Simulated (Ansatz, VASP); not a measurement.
# Cross-check of SiC (honeycomb SiC 6 layers, AA') between VASP and Ansatz, part 2 of 2

Aim: how closely do two programs agree when they are given the same cell, functional and k mesh? The structure shown is the start of the Ansatz relaxation below; VASP solves that cell, so the two are compared at the walk's first step.

VASP 6.6.1 and Ansatz 0.2.0.

So far: The starting structure; Ansatz: relaxation, PBE with D3(BJ).

### 3. VASP: single point, PBE with D3(BJ), start cell

Level of this step: PBE with D3(BJ); plane waves and PAW (C, Si) (VASP).

The same cell, functional, mesh and smearing now go to VASP, with its own data sets.

Lines of VASP's logs that name or quote its potential files are left out, and so is its time.

File INCAR:

```
SYSTEM = SiC
PREC = Accurate
ENCUT = 520
EDIFF = 1E-06
NELM = 120
ISMEAR = -1
SIGMA = 0.05
LREAL = .FALSE.
ALGO = Normal
GGA = PE
IVDW = 12
NBANDS = 36
LORBIT = 11
LWAVE = .FALSE.
LCHARG = .FALSE.
ISIF = 2
LDIPOL = .TRUE.
IDIPOL = 3
DIPOL = 0.5 0.5 0.5
LVHAR = .TRUE.
LASPH = .TRUE.
GGA_COMPAT = .FALSE.
EFERMI = MIDGAP
NELMDL = -8
KPAR = 2
```

File POSCAR:

```
SiC
1.0
    3.1000000000      0.0000000000      0.0000000000
   -1.5500000000      2.6846790000      0.0000000000
    0.0000000000      0.0000000000     64.4500000000
C Si
6 6
Direct
    0.6666666667      0.3333333333      0.3700543057
    0.3333333333      0.6666666667      0.4220325834
    0.6666666667      0.3333333333      0.4740108611
    0.3333333333      0.6666666667      0.5259891389
    0.6666666667      0.3333333333      0.5779674166
    0.3333333333      0.6666666667      0.6299456943
    0.3333333333      0.6666666667      0.3700543057
    0.6666666667      0.3333333333      0.4220325834
    0.3333333333      0.6666666667      0.4740108611
    0.6666666667      0.3333333333      0.5259891389
    0.3333333333      0.6666666667      0.5779674166
    0.6666666667      0.3333333333      0.6299456943
```

File KPOINTS:

```
Automatic mesh
0
Gamma
12 12 1
0 0 0
```

The projector-augmented-wave data sets are C and Si (PBE family, release 64).

Started as:

```console
> mpirun -np 2 vasp_std
```

Numbers of over 12 decimals in the logs are rounded to 6 here.

Output:

```text
[banner, memory and clock lines left out]
running    2 mpi-ranks, on    1 nodes
 distrk:  each k-point on    1 cores,    2 groups
 distr:  one band on    1 cores,    1 groups

 POSCAR found type information on POSCAR C Si
 POSCAR found :  2 types and      12 ions
 LDA part: xc-table for (Slater+PW92), standard interpolation
|                                                                             |
|           W    W    AA    RRRRR   N    N  II  N    N   GGGG   !!!           |
|           W    W   A  A   R    R  NN   N  II  NN   N  G    G  !!!           |
|           W    W  A    A  R    R  N N  N  II  N N  N  G       !!!           |
|           W WW W  AAAAAA  RRRRR   N  N N  II  N  N N  G  GGG   !            |
|           WW  WW  A    A  R   R   N   NN  II  N   NN  G    G                |
|           W    W  A    A  R    R  N    N  II  N    N   GGGG   !!!           |
|                                                                             |
|     One of the lattice vectors is very long (>50 A), but AMIN is rather     |
|     large. This can spoil convergence since charge sloshing might occur     |
|     along the long lattice vector. If problems with convergence are         |
|     observed, try to decrease AMIN to a smaller value (e.g. 0.01).          |
|     Note: This warning only applies if the self-consistency cycle is        |
|     used.                                                                   |
|                                                                             |

 POSCAR, INCAR and KPOINTS ok, starting setup
 FFT: planning ... GRIDC
 FFT: planning ... GRID_SOFT
 FFT: planning ... GRID
 WAVECAR not read
 entering main loop
       N       E                     dE             d eps       ncg     rms          rms(c)
DAV:   1     0.349400201528E+03    0.34940E+03   -0.16663E+04  1400   0.986E+02
DAV:   2    -0.367389673389E+02   -0.38614E+03   -0.36515E+03  2024   0.215E+02
DAV:   3    -0.971270309303E+02   -0.60388E+02   -0.59458E+02  1804   0.841E+01
DAV:   4    -0.998476505958E+02   -0.27206E+01   -0.27098E+01  1768   0.216E+01
DAV:   5    -0.999610701809E+02   -0.11342E+00   -0.11331E+00  1984   0.414E+00
DAV:   6    -0.999650360945E+02   -0.39659E-02   -0.39646E-02  1832   0.733E-01
DAV:   7    -0.999652358322E+02   -0.19974E-03   -0.19969E-03  2052   0.155E-01
DAV:   8    -0.999652428818E+02   -0.70496E-05   -0.70492E-05  1672   0.248E-02    0.234E+01
DAV:   9    -0.848936474170E+02    0.15072E+02   -0.46539E+01  1564   0.248E+01    0.980E+00
DAV:  10    -0.846921624367E+02    0.20148E+00   -0.36888E+00  1752   0.709E+00    0.452E+00
DAV:  11    -0.845621359553E+02    0.13003E+00   -0.25590E-01  1760   0.212E+00    0.165E+00
DAV:  12    -0.845391859730E+02    0.22950E-01   -0.55853E-02  1776   0.106E+00    0.294E-01
DAV:  13    -0.845378328452E+02    0.13531E-02   -0.10166E-02  1748   0.388E-01    0.183E-01
DAV:  14    -0.845361133875E+02    0.17195E-02   -0.26560E-03  1756   0.209E-01    0.664E-02
[...]
DAV:  22    -0.845377672177E+02   -0.75732E-04   -0.35658E-06  1348   0.424E-03    0.136E-03
DAV:  23    -0.845377889670E+02   -0.21749E-04   -0.54895E-07  1268   0.220E-03    0.740E-04
DAV:  24    -0.845378075374E+02   -0.18570E-04   -0.45714E-07  1236   0.190E-03    0.543E-04
DAV:  25    -0.845378176298E+02   -0.10092E-04   -0.28030E-07  1160   0.126E-03    0.272E-04
DAV:  26    -0.845378220536E+02   -0.44238E-05   -0.96480E-08  1132   0.754E-04    0.201E-04
DAV:  27    -0.845378244860E+02   -0.24324E-05   -0.46814E-08  1088   0.542E-04    0.112E-04
DAV:  28    -0.845378256693E+02   -0.11833E-05   -0.11116E-08  1016   0.344E-04    0.919E-05
DAV:  29    -0.845378261959E+02   -0.52663E-06   -0.16022E-09   984   0.206E-04
   1 F= -.87210220E+02 E0= -.87210220E+02  d E =-.623623E-09
```

Parts of OUTCAR (step 3):

```text
ion  position               nearest neighbor table
   1  0.667  0.333  0.370-   7 1.79   7 1.79   7 1.79
   2  0.333  0.667  0.422-   8 1.79   8 1.79   8 1.79
   3  0.667  0.333  0.474-   9 1.79   9 1.79   9 1.79
   4  0.333  0.667  0.526-  10 1.79  10 1.79  10 1.79
   5  0.667  0.333  0.578-  11 1.79  11 1.79  11 1.79
   6  0.333  0.667  0.630-  12 1.79  12 1.79  12 1.79
   7  0.333  0.667  0.370-   1 1.79   1 1.79   1 1.79
   8  0.667  0.333  0.422-   2 1.79   2 1.79   2 1.79
   9  0.333  0.667  0.474-   3 1.79   3 1.79   3 1.79
  10  0.667  0.333  0.526-   4 1.79   4 1.79   4 1.79
  11  0.333  0.667  0.578-   5 1.79   5 1.79   5 1.79
  12  0.667  0.333  0.630-   6 1.79   6 1.79   6 1.79

  LATTYP: Found a hexagonal cell.
 ALAT       =     3.1000000000
 C/A-ratio  =    20.7903225806

 Subroutine GETGRP returns: Found 12 space group operations
 (whereof 12 operations were pure point group operations)

The static configuration has the point symmetry D_3d.

 Found     19 irreducible k-points:

   k-points           NKPTS =     19   k-points in BZ     NKDIM =     19   number of bands    NBANDS=     36

   dimension x,y,z NGX =    24 NGY =   24 NGZ =  480
   dimension x,y,z NGXF=    48 NGYF=   48 NGZF=  960

   ENCUT  =  520.0 eV  38.22 Ry    6.18 a.u.   5.76  5.76119.83*2*pi/ulx,y,z

   NELECT =      48.0000    total number of electrons

 k-points in reciprocal lattice and weights: Automatic mesh
   0.00000000  0.00000000  0.00000000       0.007
   0.08333333  0.00000000  0.00000000       0.042
   0.16666667  0.00000000  0.00000000       0.042
   0.25000000  0.00000000  0.00000000       0.042
   0.33333333  0.00000000  0.00000000       0.042
   0.41666667  0.00000000  0.00000000       0.042
   0.50000000  0.00000000  0.00000000       0.021
   0.08333333  0.08333333  0.00000000       0.042
   0.16666667  0.08333333  0.00000000       0.083
[...]
0.33333333  0.25000000  0.00000000       0.083
   0.33333333  0.33333333  0.00000000       0.014

 dipolmoment           0.000000      0.000000     -0.000000 electrons x Angstroem

 average (electrostatic) potential at core
       1 -55.1057       2 -55.0745       3 -55.0762       4 -55.0762       5 -55.0745
       6 -55.1057       7 -90.7812       8 -90.8119       9 -90.8063      10 -90.8063
      11 -90.8119      12 -90.7812

 E-fermi :  -0.9241

 k-point     1 :       0.0000    0.0000    0.0000
  band No.  band energies     occupation
    ...
     20      -3.3250      2.00000
     21      -3.2945      2.00000
     22      -3.2945      2.00000
     23      -3.2723      2.00000
     24      -3.2723      2.00000
     25       0.9500      0.00000
     26       1.2988      0.00000
     27       1.9693      0.00000
     28       2.6556      0.00000
     29       3.0233      0.00000
    ...

 k-point     2 :       0.0833    0.0000    0.0000
  band No.  band energies     occupation
    ...
     20      -3.5327      2.00000
     21      -3.4974      2.00000
     22      -3.4588      2.00000
     23      -3.4245      2.00000
     24      -3.3996      2.00000
     25       1.1602      0.00000
     26       1.4938      0.00000
     27       2.1541      0.00000
     28       2.8392      0.00000
     29       3.1743      0.00000
    ...

 k-point     3 :       0.1667    0.0000    0.0000
  band No.  band energies     occupation
    ...
     20      -3.8378      2.00000
     21      -3.7911      2.00000
     22      -3.7497      2.00000
     23      -3.7197      2.00000
     24      -3.5004      2.00000
     25       1.5998      0.00000
     26       1.9044      0.00000
     27       2.5043      0.00000
     28       3.1230      0.00000
     29       3.4907      0.00000
    ...

 Edisp (eV)   -2.67239

  Total      -2.40098    -2.40098    -3.28809     0.00000     0.00000     0.00000
  in kB      -7.17169    -7.17170    -9.82150     0.00000     0.00000     0.00000
  external pressure =       -8.05 kB  Pullay stress =        0.00 kB

  energy-cutoff  :      520.00
  volume of cell :      536.39
      direct lattice vectors                 reciprocal lattice vectors
     3.100000000  0.000000000  0.000000000     0.322580645  0.186242005  0.000000000
    -1.550000000  2.684679000  0.000000000     0.000000000  0.372484010  0.000000000
     0.000000000  0.000000000 64.450000000     0.000000000  0.000000000  0.015515904

 POSITION                                       TOTAL-FORCE (eV/Angst)
 -----------------------------------------------------------------------------------
      1.55000      0.89489     23.85000         0.000000     -0.000000     -0.072616
     -0.00000      1.78979     27.20000         0.000000      0.000000      0.003710
      1.55000      0.89489     30.55000         0.000000     -0.000000     -0.000317
     -0.00000      1.78979     33.90000        -0.000000      0.000000      0.000317
      1.55000      0.89489     37.25000        -0.000000      0.000000     -0.003710
     -0.00000      1.78979     40.60000         0.000000      0.000000      0.072616
     -0.00000      1.78979     23.85000        -0.000000     -0.000000      0.244828
      1.55000      0.89489     27.20000        -0.000000     -0.000000      0.033517
     -0.00000      1.78979     30.55000         0.000000      0.000000     -0.003256
      1.55000      0.89489     33.90000         0.000000      0.000000      0.003256
     -0.00000      1.78979     37.25000        -0.000000      0.000000     -0.033517
      1.55000      0.89489     40.60000         0.000000      0.000000     -0.244828
 -----------------------------------------------------------------------------------
    total drift:                               -0.000000     -0.000000      0.000000

  FREE ENERGIE OF THE ION-ELECTRON SYSTEM (eV)
  ---------------------------------------------------
  free  energy   TOTEN  =       -87.2102200340 eV

  energy  without entropy=      -87.2102200334  energy(sigma->0) =      -87.21022003

 vacuum level on the upper side and lower side of the slab         3.076         3.076

 total charge
# of ion       s       p       d       tot
------------------------------------------
    1        0.848   1.689   0.000   2.536
    2        0.848   1.692   0.000   2.540
    3        0.848   1.691   0.000   2.540
    4        0.848   1.691   0.000   2.540
    5        0.848   1.692   0.000   2.540
    6        0.848   1.689   0.000   2.536
    7        0.737   0.967   0.000   1.704
    8        0.737   0.959   0.000   1.696
    9        0.737   0.959   0.000   1.696
   10        0.737   0.959   0.000   1.696
   11        0.737   0.959   0.000   1.696
   12        0.737   0.967   0.000   1.704
--------------------------------------------------
tot          9.509  15.914   0.000  25.423

[... 3 further parts left out ...]
```

### 4. Comparison

Known differences besides the potentials themselves: Ansatz cuts the interaction across the vacuum, VASP repeats the sheet with a dipole correction; the cutoff is 420 eV in Ansatz and 520 eV in VASP. Total energies have different zeros and are not compared.

Forces on 7 of the 12 atoms, those with the largest forces and the largest differences (eV/Å; atoms numbered as in POSCAR):

```
atom        Ansatz x, y, z          VASP x, y, z
  C1  0.000, 0.000, -0.073  0.000, 0.000, -0.073
  C2   0.000, 0.000, 0.004   0.000, 0.000, 0.004
  C6   0.000, 0.000, 0.073   0.000, 0.000, 0.073
 Si7   0.000, 0.000, 0.246   0.000, 0.000, 0.245
 Si8   0.000, 0.000, 0.033   0.000, 0.000, 0.034
Si11  0.000, 0.000, -0.033  0.000, 0.000, -0.034
Si12  0.000, 0.000, -0.246  0.000, 0.000, -0.245
```

The forces differ by 0.2 meV/Å r.m.s., which is 0.3 % of the r.m.s. force of 0.061 eV/Å (both taken over all components). With vacuum in the cell, a pressure given here is an average over mostly empty space and none of the material.

### 5. Results

```yaml
r_m_s_force_difference_single_point_pbe_with_d3_bj_start_cell: 0.21 meV/Å
```

What this shows: The r.m.s. force difference is 0.21 meV/Å (single point, PBE with D3(BJ), start cell), within the 12 meV/Å picked in this series as the mark of a large difference. 1 further run of this series is not shown here. Such differences can come from data sets, numerical settings and the points named under the comparisons, not from the functional's error against experiment.

[Lines on the potential files, build, host, timing and source positions are cut from VASP's logs without a mark.]

[Logs are printed without paths, hosts, clocks, repeated set-up lines and the standing remarks that a program may print on its own settings, such as how far it seeks lower states.]

[Hosts, paths, dates, database ids (printed as entryN), source tags and the programs' standing remarks are cut or masked in the printed files.]
